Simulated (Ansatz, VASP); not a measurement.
# Two plane-wave programs on BN

The input INCAR:

```
ALGO     = Normal         # electronic algorithm
EDIFF    = 1E-6           # SCF threshold, eV
ENCUT    = 520            # plane-wave cutoff, eV
GGA      = PE             # functional
ISIF     = 2              # what is computed and relaxed
ISMEAR   = 0              # smearing method
LASPH    = T              # aspherical terms in the spheres
LCHARG   = T              # write CHGCAR
LELF     = T              # ELF
LREAL    = F              # projectors in reciprocal space
LVHAR    = T            
LWAVE    = F              # write WAVECAR
NBANDS   = 16             # bands
NELM     = 80             # most SCF steps
PREC     = Accurate       # precision mode
SIGMA    = 0.01           # smearing width, eV
```

Contents of KPOINTS:

```
k-points
0
Gamma
  9 9 6
```

POSCAR

```
BN
1.0
    2.4490861852      0.0000000000      0.0000000000
   -1.2245430926      2.1209708524      0.0000000000
    0.0000000000      0.0000000000      3.9401786252
B N
2 2
Direct
    0.0000000000      0.0000000000      0.0000000000
    0.0000000000      0.0000000000      0.5000000000
    0.3333333333      0.6666666667      0.2500000000
    0.6666666667      0.3333333333      0.7500000000
```

Input for Ansatz:

```yaml
crystal:
  lattice:
    - [2.4490861852, 0.0, 0.0]
    - [-1.2245430926, 2.1209708524, 0.0]
    - [0.0, 0.0, 3.9401786252]
  atoms:
    - { symbol: B, position: [0.0, 0.0, 0.0] }
    - { symbol: B, position: [0.0, 0.0, 0.5] }
    - { symbol: "N", position: [0.3333333333, 0.6666666667, 0.25] }
    - { symbol: "N", position: [0.6666666667, 0.3333333333, 0.75] }
kpoints:
  mp_grid: { grid: [9, 9, 6] }
hamiltonian:
  xc: pbe
scf:
  occupations: { method: fixed }
  n_extra_bands: 5
output:
  forces: true
  stress: true
  eigenvalues: true
```

Alike in both runs: task single point; functional PBE; k mesh 9 × 9 × 6; no spin polarisation.

|  | VASP | Ansatz |
| --- | --- | --- |
| version | VASP 6.6.1 | Ansatz 0.2.0 |
| potentials or method | VASP PAW PBE potentials, release 64 (B, N) | plane waves, PAW |
| plane-wave cutoff (eV) | 520 | 420 |
| occupations | gaussian, width 0.01 eV | fixed |
| valence electrons in the cell | 16 | 16 |

VASP gave:

- gap on the k mesh at the Fermi level (eV): 1.89
- pressure (GPa): 25.7
- largest component of the traceless stress (GPa): 1.52

Question: What did Ansatz give for the same quantities?

Answer: gap on the k mesh at the Fermi level (eV): 1.89; pressure (GPa): 25.8; largest component of the traceless stress (GPa): 1.70.

Caveats: so large a pressure means that the cell lies far from this level's equilibrium, or that cutoff or potentials fall short (VASP); an odd mesh through Γ misses points on the zone boundary, where band edges often lie. PBE gaps usually lie below the measured ones, often by a third to a half.
